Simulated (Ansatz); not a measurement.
# Molybdenum, bcc under r²SCAN: how the plane-wave cutoff moves the result

A convergence test of the plane-wave cutoff. The geometry was relaxed under r²SCAN beforehand and stays fixed; 9 values are run, from 150 to 800 eV. Wanted are the values from which on the energy stays within 10 and 1 meV/atom, and the pressure within 0.5 GPa, of the last run. Within the series other settings stay, but some runs also write fields, which adds to their time. Spin polarisation is left out.

Program: Ansatz 0.2.0. Level of theory: DFT r²SCAN, plane waves with PAW, scalar-relativistic. These are calculated values, not measurements.

### 1 The system as given

The structure is cubic, space group Im-3m (No. 229). Conventional cell: a = 3.153 Å, b = 3.153 Å, c = 3.153 Å, α = 90.00°, β = 90.00°, γ = 90.00°. Mo (site symmetry m-3m) has 8 Mo at 2.73 Å as nearest neighbours.

Structure file:

```
Mo
1.0
    -1.57642    1.57642    1.57642
     1.57642   -1.57642    1.57642
     1.57642    1.57642   -1.57642
Mo
1
Direct
  0.00000 0.00000 0.00000
```

### 2 A run at the usual settings, for scale

The input, input.yaml:

```yaml
crystal:
  lattice:
    - [-1.5764210372, 1.5764210372, 1.5764210372]
    - [1.5764210372, -1.5764210372, 1.5764210372]
    - [1.5764210372, 1.5764210372, -1.5764210372]
  atoms:
    - { symbol: Mo, position: [0.0, 0.0, 0.0] }
hamiltonian:
  xc: r2scan
  pseudopotentials:
    kind: paw
    azcp:
      Mo: "pseudopotentials/Mo.paw.azcp"
basis:
  ecutwfc: 500
  fft_grid_basis: typed
kpoints:
  mp_grid: { grid: [23, 23, 23], shift: [0, 0, 0] }
magnetization:
  spin_polarized: false
scf:
  occupations: { method: fermi_dirac, width: 0.1 }
  lower_state_search: "off"
output:
  stress: true
  write_density: true
  write_potential: true
  elf: true
  volumetric_format: npy
```

Launch:

```bash
$ ansatz run input.yaml --threads 2 --pin off --max-ram 5120MiB --backend cpu --events-out ev --progress --plain --runs-dir out
```

Log (excerpt; [...] marks lines left out):

```text
Warning: RAYON_NUM_THREADS=2 ignored (pool sized by the plan → 2); use --threads N
[...]
Pseudopotentials: kind: paw
Pseudopotential: Mo, paw, valence charge 14, recommended cutoff 500 eV (meta_gga), <dir>
Functional definition: r2SCAN
[...]
Crystal: 1 atoms, lattice volume = 15.670 Å³
Basis set: ecut = 500 eV, 381 PW (Γ), exchange–correlation on 80×80×80 points (64 copies of the dense FFT grid, shifted against one another)
Bands: 11, of which v1, the nominal top of the filled ones, is band 7 counted from 1 (6 counted from 0)
Symmetry: 48 space group operations
Space group: Im-3m (ITA 229), of the structure as read, at distance tolerance 2.5e-5 Å
k-points: 364 of 12167
[...]
SCF iter   1: F=-4967.603829 eV  HF=-4967.608199 eV  |F-HF|=4.37e-3  |Δ(HF+E_count)|=         —  Δρ=9.55e-3  dr2=1.12e-2  dr2_τ=2.00e-2  ethr=1.77e-3  ⟨swp⟩=5.0  Hψ=24522  notcnv=0
[...]
SCF iter   6: F=-4967.607880 eV  HF=-4967.607880 eV  |F-HF|=0.00e0  |Δ(HF+E_count)|=  7.29e-10  Δρ=8.86e-7  dr2=5.92e-11  dr2_τ=8.73e-12  ethr=3.39e-11  ⟨swp⟩=4.5  Hψ=20108  notcnv=0
[...]
SCF converged after 6 iterations
Free energy (F): -4967.607880 eV
[...]
E sigma→0 (E₀):  -4967.599271 eV
Entropy (-TS):   -0.017219 eV (-17.219 meV/atom)
Fermi energy:    21.001176 eV
[...]
--- Stress (GPa, compression-positive) ---
       -0.502939      -0.000000       0.000000
       -0.000000      -0.502939      -0.000000
        0.000000       0.000000      -0.502939
  P = ⅓ Tr σ = -0.5029 GPa (-5.029 kbar)
--- Band table (eV; the first three rows and the last of 364) ---
  k-point 0: bands = ["-42.2597", "-14.7231", "-14.7231", "-14.7231", "13.3551", "19.5742", "19.5742", "19.5742", "22.8934", "22.8934", "36.3054"]
[...]
```

Wall time 6.2 s (2 threads of Arm Neoverse V1, shared host); peak memory 0.39 GiB.

### 3 Run at 150 eV

The run at 150 eV.

input.yaml, as its differences from that of step 2:

```diff
@@ -14,6 +14,6 @@
 basis:
-  ecutwfc: 500
+  ecutwfc: 150
   fft_grid_basis: typed
 kpoints:
-  mp_grid: { grid: [23, 23, 23], shift: [0, 0, 0] }
+  mp_grid: { grid: [14, 14, 14], shift: [0, 0, 0] }
 magnetization:
```

Launch:

```bash
$ ansatz run input.yaml --threads 2 --pin off --max-ram 5120MiB --backend cpu --events-out ev --progress --plain --runs-dir out
```

Log (excerpt; [...] marks lines left out):

```text
Warning: basis.ecutwfc = 150 eV is below the records' recommended 500 eV, and the density's cutoff is lower with it unless basis.ecutrho_ratio is high enough to keep the records' density cutoff: compare with a run at a higher cutoff
Warning: RAYON_NUM_THREADS=2 ignored (pool sized by the plan → 2); use --threads N
[...]
[... 3 set-up lines as earlier in the session ...]
[...]
Crystal: 1 atoms, lattice volume = 15.670 Å³
Basis set: ecut = 150 eV, 55 PW (Γ), exchange–correlation on 48×48×48 points (64 copies of the dense FFT grid, shifted against one another)
Bands: 11, of which v1, the nominal top of the filled ones, is band 7 counted from 1 (6 counted from 0)
[... 2 set-up lines as earlier in the session ...]
k-points: 104 of 2744
[...]
SCF iter   1: F=-4947.588788 eV  HF=-4951.326146 eV  |F-HF|=3.74e0  |Δ(HF+E_count)|=         —  Δρ=2.14e-1  dr2=4.66e0  dr2_τ=2.03e0  ethr=1.77e-3  ⟨swp⟩=4.5  Hψ=5959  notcnv=0
[...]
SCF iter   6: F=-4948.979287 eV  HF=-4948.979287 eV  |F-HF|=1.76e-10  |Δ(HF+E_count)|=   1.22e-6  Δρ=1.16e-5  dr2=9.94e-9  dr2_τ=2.51e-9  ethr=7.14e-10  ⟨swp⟩=7.5  Hψ=6699  notcnv=0
[...]
SCF converged after 6 iterations
Free energy (F): -4948.979287 eV
[...]
E sigma→0 (E₀):  -4948.967873 eV
Entropy (-TS):   -0.022829 eV (-22.829 meV/atom)
Fermi energy:    21.783384 eV
[...]
--- Stress (GPa, compression-positive) ---
      -60.008079      -0.000000      -0.000000
        0.000000     -60.008079      -0.000000
       -0.000000       0.000000     -60.008079
  P = ⅓ Tr σ = -60.0081 GPa (-600.081 kbar)
--- Band table (eV; the first three rows and the last of 104) ---
  k-point 0: bands = ["-45.8436", "-15.4357", "-15.4357", "-15.4357", "13.5115", "20.4173", "20.4173", "20.4173", "26.2082", "26.2082", "37.1364"]
[...]
```

It took 0.81 s on 2 threads of Arm Neoverse V1, shared host; peak memory 0.25 GiB.

### 4 Run at 200 eV

The run at 200 eV.

input.yaml, as its differences from that of step 3:

```diff
@@ -14,3 +14,3 @@
 basis:
-  ecutwfc: 150
+  ecutwfc: 200
   fft_grid_basis: typed
```

Launch:

```bash
$ ansatz run input.yaml --threads 2 --pin off --max-ram 5120MiB --backend cpu --events-out ev --progress --plain --runs-dir out
```

Log (excerpt; [...] marks lines left out):

```text
Warning: basis.ecutwfc = 200 eV is below the records' recommended 500 eV, and the density's cutoff is lower with it unless basis.ecutrho_ratio is high enough to keep the records' density cutoff: compare with a run at a higher cutoff
Warning: RAYON_NUM_THREADS=2 ignored (pool sized by the plan → 2); use --threads N
[...]
[... 3 set-up lines as earlier in the session ...]
[...]
Crystal: 1 atoms, lattice volume = 15.670 Å³
Basis set: ecut = 200 eV, 87 PW (Γ), exchange–correlation on 60×60×60 points (64 copies of the dense FFT grid, shifted against one another)
Bands: 11, of which v1, the nominal top of the filled ones, is band 7 counted from 1 (6 counted from 0)
[... 2 set-up lines as earlier in the session ...]
k-points: 104 of 2744
[...]
SCF iter   1: F=-4963.655729 eV  HF=-4964.045532 eV  |F-HF|=3.90e-1  |Δ(HF+E_count)|=         —  Δρ=7.78e-2  dr2=5.23e-1  dr2_τ=3.23e-1  ethr=1.77e-3  ⟨swp⟩=5.0  Hψ=6062  notcnv=0
[...]
SCF iter   6: F=-4963.833885 eV  HF=-4963.833885 eV  |F-HF|=1.20e-9  |Δ(HF+E_count)|=   9.63e-8  Δρ=3.68e-6  dr2=2.13e-9  dr2_τ=1.93e-10  ethr=7.14e-10  ⟨swp⟩=7.3  Hψ=6372  notcnv=0
[...]
SCF converged after 6 iterations
Free energy (F): -4963.833885 eV
[...]
E sigma→0 (E₀):  -4963.821470 eV
Entropy (-TS):   -0.024830 eV (-24.830 meV/atom)
Fermi energy:    21.130265 eV
[...]
--- Stress (GPa, compression-positive) ---
        4.456790      -0.000000       0.000000
       -0.000000       4.456790       0.000000
       -0.000000      -0.000000       4.456790
  P = ⅓ Tr σ = 4.4568 GPa (44.568 kbar)
--- Band table (eV; the first three rows and the last of 104) ---
  k-point 0: bands = ["-43.3000", "-15.1048", "-15.1048", "-15.1048", "13.3915", "20.0665", "20.0665", "20.0665", "23.1358", "23.1358", "36.6470"]
[...]
```

Wall time 0.93 s (2 threads of Arm Neoverse V1, shared host); peak memory 0.27 GiB.

### 5 Run at 250 eV

The run at 250 eV.

input.yaml, as its differences from that of step 4:

```diff
@@ -14,3 +14,3 @@
 basis:
-  ecutwfc: 200
+  ecutwfc: 250
   fft_grid_basis: typed
@@ -25,5 +25 @@
   stress: true
-  write_density: true
-  write_potential: true
-  elf: true
-  volumetric_format: npy
```

Launch:

```bash
$ ansatz run input.yaml --threads 2 --pin off --max-ram 5120MiB --backend cpu --events-out ev --progress --plain --runs-dir out
```

Log (excerpt; [...] marks lines left out):

```text
Warning: basis.ecutwfc = 250 eV is below the records' recommended 500 eV, and the density's cutoff is lower with it unless basis.ecutrho_ratio is high enough to keep the records' density cutoff: compare with a run at a higher cutoff
Warning: RAYON_NUM_THREADS=2 ignored (pool sized by the plan → 2); use --threads N
[...]
[... 3 set-up lines as earlier in the session ...]
[...]
Crystal: 1 atoms, lattice volume = 15.670 Å³
Basis set: ecut = 250 eV, 141 PW (Γ), exchange–correlation on 60×60×60 points (64 copies of the dense FFT grid, shifted against one another)
Bands: 11, of which v1, the nominal top of the filled ones, is band 7 counted from 1 (6 counted from 0)
[... 2 set-up lines as earlier in the session ...]
k-points: 104 of 2744
[...]
SCF iter   1: F=-4967.033975 eV  HF=-4967.067297 eV  |F-HF|=3.33e-2  |Δ(HF+E_count)|=         —  Δρ=2.56e-2  dr2=5.49e-2  dr2_τ=3.95e-2  ethr=1.77e-3  ⟨swp⟩=5.0  Hψ=6132  notcnv=0
[...]
SCF iter   6: F=-4967.052603 eV  HF=-4967.052603 eV  |F-HF|=1.61e-9  |Δ(HF+E_count)|=   3.80e-8  Δρ=4.96e-6  dr2=2.57e-9  dr2_τ=1.25e-10  ethr=7.14e-10  ⟨swp⟩=3.7  Hψ=3172  notcnv=0
[...]
SCF converged after 6 iterations
Free energy (F): -4967.052603 eV
[...]
E sigma→0 (E₀):  -4967.039679 eV
Entropy (-TS):   -0.025848 eV (-25.848 meV/atom)
Fermi energy:    21.042395 eV
[...]
--- Stress (GPa, compression-positive) ---
        0.194384       0.000000      -0.000000
        0.000000       0.194384       0.000000
        0.000000       0.000000       0.194384
  P = ⅓ Tr σ = 0.1944 GPa (1.944 kbar)
```

Wall time 0.78 s (2 threads of Arm Neoverse V1, shared host); peak memory 0.26 GiB.

### 6 Run at 300 eV

The run at 300 eV.

input.yaml, as its differences from that of step 5:

```diff
@@ -14,3 +14,3 @@
 basis:
-  ecutwfc: 250
+  ecutwfc: 300
   fft_grid_basis: typed
```

Launch:

```bash
$ ansatz run input.yaml --threads 2 --pin off --max-ram 5120MiB --backend cpu --events-out ev --progress --plain --runs-dir out
```

Log (excerpt; [...] marks lines left out):

```text
Warning: basis.ecutwfc = 300 eV is below the records' recommended 500 eV, and the density's cutoff is lower with it unless basis.ecutrho_ratio is high enough to keep the records' density cutoff: compare with a run at a higher cutoff
Warning: RAYON_NUM_THREADS=2 ignored (pool sized by the plan → 2); use --threads N
[...]
[... 3 set-up lines as earlier in the session ...]
[...]
Crystal: 1 atoms, lattice volume = 15.670 Å³
Basis set: ecut = 300 eV, 177 PW (Γ), exchange–correlation on 64×64×64 points (64 copies of the dense FFT grid, shifted against one another)
Bands: 11, of which v1, the nominal top of the filled ones, is band 7 counted from 1 (6 counted from 0)
[... 2 set-up lines as earlier in the session ...]
k-points: 104 of 2744
[...]
SCF iter   1: F=-4967.523304 eV  HF=-4967.531534 eV  |F-HF|=8.23e-3  |Δ(HF+E_count)|=         —  Δρ=1.20e-2  dr2=1.70e-2  dr2_τ=2.09e-2  ethr=1.77e-3  ⟨swp⟩=5.0  Hψ=6413  notcnv=0
[...]
SCF iter   6: F=-4967.529055 eV  HF=-4967.529055 eV  |F-HF|=5.46e-11  |Δ(HF+E_count)|=   3.62e-9  Δρ=1.74e-6  dr2=2.94e-10  dr2_τ=1.42e-11  ethr=1.06e-10  ⟨swp⟩=1.0  Hψ=3539  notcnv=0
[...]
SCF converged after 6 iterations
Free energy (F): -4967.529055 eV
[...]
E sigma→0 (E₀):  -4967.516315 eV
Entropy (-TS):   -0.025481 eV (-25.481 meV/atom)
Fermi energy:    21.019917 eV
[...]
--- Stress (GPa, compression-positive) ---
       -0.392457       0.000000       0.000000
       -0.000000      -0.392457       0.000000
       -0.000000      -0.000000      -0.392457
  P = ⅓ Tr σ = -0.3925 GPa (-3.925 kbar)
```

Wall time 1 s (2 threads of Arm Neoverse V1, shared host); peak memory 0.27 GiB.

(Part 1 of 2 ends here.)
